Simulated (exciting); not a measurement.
**CdTe: band structure with PBE**

**What was measured.**

From a printed reference work, data compilation, for a bulk crystal of CdTe at 0 K: band gap 1.607 eV.

Crystal: CdTe.

```
Te Cd
1.0
     0.00000    3.20500    3.20500
     3.20500    0.00000    3.20500
     3.20500    3.20500    0.00000
Te Cd
1 1
Direct
  0.75000 0.75000 0.75000
  0.00000 0.00000 0.00000
```

```yaml
Program: exciting (release sodium)
Task: band structure
Functional: PBE
Potentials_or_basis: all-electron LAPW+lo, shipped species files, valence relativity iora*
rgkmax: 9
k_mesh: 5 × 5 × 5
Occupations: fermi-dirac, width 0.05 eV
Spin: spin-orbit coupling, no magnetisation
outputlevel: normal
gmaxvr_cutoff_of_density_and_potential: 14 1/bohr
lmaxapw_and_lmaxmat: 10
lmaxvr: 8
nempty: 20
Valence_relativity: iora*
epsengy: 1e-05 Ha
epspot: 1e-05 Ha
maxscl: 60
Muffin-tin_radii: Te 2.3, Cd 2.3 bohr
```

| Item | Value |
| --- | --- |
| Band gap on the k mesh | 0.59 eV, direct |
| Band gap along the path | 0.59 eV, direct |
| All electrons inside the program's atomic spheres | Te 49.08; Cd 46.00 (radii Te 2.3, Cd 2.3 bohr) |

Levels at the corners of the path, in eV from the valence-band top:
| point | band 31 | band 32 | band 33 | band 34 | band 35 | band 36 | band 37 | band 38 |
| --- | --- | --- | --- | --- | --- | --- | --- | --- |
| Γ | 0.00 | 0.00 | 0.00 | 0.00 | 0.59 | 0.59 | 4.10 | 4.10 |
| X | -2.42 | -2.42 | -2.09 | -2.09 | 2.28 | 2.28 | 2.40 | 2.40 |
| W | -3.00 | -2.57 | -2.56 | -2.54 | 3.87 | 4.26 | 4.42 | 4.47 |
| K | -3.14 | -2.86 | -1.91 | -1.88 | 2.60 | 2.63 | 4.21 | 4.39 |
| Γ | 0.00 | 0.00 | 0.00 | 0.00 | 0.59 | 0.59 | 4.10 | 4.10 |
| L | -1.35 | -1.35 | -0.85 | -0.85 | 1.58 | 1.58 | 4.86 | 4.86 |
| U | -3.14 | -2.86 | -1.91 | -1.88 | 2.60 | 2.63 | 4.21 | 4.39 |
| W | -3.00 | -2.57 | -2.56 | -2.54 | 3.87 | 4.26 | 4.42 | 4.47 |
| L | -1.35 | -1.35 | -0.85 | -0.85 | 1.58 | 1.58 | 4.86 | 4.86 |
| K | -3.14 | -2.86 | -1.91 | -1.88 | 2.60 | 2.63 | 4.21 | 4.39 |
| U | -3.14 | -2.86 | -1.91 | -1.88 | 2.60 | 2.63 | 4.21 | 4.39 |
| X | -2.42 | -2.42 | -2.09 | -2.09 | 2.28 | 2.28 | 2.40 | 2.40 |

It took 2.4 min on 1 thread of Arm Neoverse V2, on a shared host, peak memory 0.22 GiB.

Measured gap of CdTe: 1.607 eV (0 K; a printed reference work, data compilation). This calculation gives 0.59 eV (-1.02 eV). So large a miss can be the level of theory's own, or it may mean another phase, state or a wrong row. The value is that of PBE, without temperature or zero-point motion. Semilocal functionals fall short of measured gaps as a rule.

Caveat: total energies with spin-orbit coupling aren't reliable in this program, so none is listed and the log's shouldn't be used.
